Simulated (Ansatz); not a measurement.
# ZnS: S-33 NMR of the central transition

Cell: a computed structure from the Materials Project (it need not be an observed phase), taken as it stands.

```
Zn S
1.0
     3.80509    0.00000    0.00000
    -1.90254    3.29530    0.00000
     0.00000    0.00000   24.91593
Zn S
8 8
Direct
  0.33333 0.66667 0.12512
  0.00000 0.00000 0.00016
  0.66667 0.33333 0.62505
  0.66667 0.33333 0.87514
  0.00000 0.00000 0.75002
  0.33333 0.66667 0.50008
  0.00000 0.00000 0.37509
  0.66667 0.33333 0.25013
  0.66667 0.33333 0.34372
  0.66667 0.33333 0.71858
  0.33333 0.66667 0.21873
  0.00000 0.00000 0.84367
  0.66667 0.33333 0.96881
  0.00000 0.00000 0.09373
  0.33333 0.66667 0.59369
  0.00000 0.00000 0.46869
```

Sites (sets of like atoms) are named by element and the number of their first atom in this list.

The numbers come from a DFT calculation in Ansatz (r2SCAN, plane waves and PAW (field gradients read without the response of the frozen cores, which leaves them typically 4 to 6 % off), scalar-relativistic, 500 eV cutoff, Γ-centred 8×8×2 k-points, Fermi–Dirac smearing 0.02 eV).

S-33 has I = 3/2 and Q = -69.40 mb (Pyykkö 2018); at 16.4 T its Larmor frequency is ν₀ = 53.7 MHz. Only the quadrupole interaction is simulated: positions count from each site's isotropic chemical shift, and J coupling is left out, as are shift anisotropy and dipolar coupling, which fast spinning averages.

(1) What does the S-33 spectrum (fast magic-angle spinning) show for each site?

## Answers

(1) 

```tsv
site	first shell	C_Q (MHz)	η	P_Q (MHz)	δ_QIS (ppm)	breadth (kHz)
S9	4 Zn at 2.33 Å	-0.135	0.00	0.135	-0.157	0.0181
S10	4 Zn at 2.33 Å	-0.181	0.00	0.181	-0.283	0.0326
S11	4 Zn at 2.33 Å	-0.152	0.00	0.152	-0.201	0.0231
S12	4 Zn at 2.33 Å	-0.485	0.00	0.485	-2.04	0.234
S13	4 Zn at 2.33 Å	-0.419	0.00	0.419	-1.52	0.175
S14	4 Zn at 2.33 Å	-0.147	0.00	0.147	-0.188	0.0217
S16	4 Zn at 2.33 Å	-0.144	0.00	0.144	-0.179	0.0206
```

δ_QIS = −(ν_Q²/30ν₀²)[I(I+1) − 3/4](1 + η²/3) × 10⁶ ppm with ν_Q = 3|C_Q|/[2I(2I−1)]; it falls as 1/B₀² in ppm, and the breadth as 1/B₀ in kHz.

An axis of threefold or higher order runs through S9, S10, S11, S12, S13 and S14 and others, so V_zz lies along it and η is zero.

Hardware: 1 thread of Intel Xeon 6975P-C (Granite Rapids) (x86_64; 16 cores open to the job, memory cap 3.0 GiB, no GPU), a shared host with a load of 0.8 a core. Wall time 88 s, CPU time 88 s, peak memory 1.3 GiB.
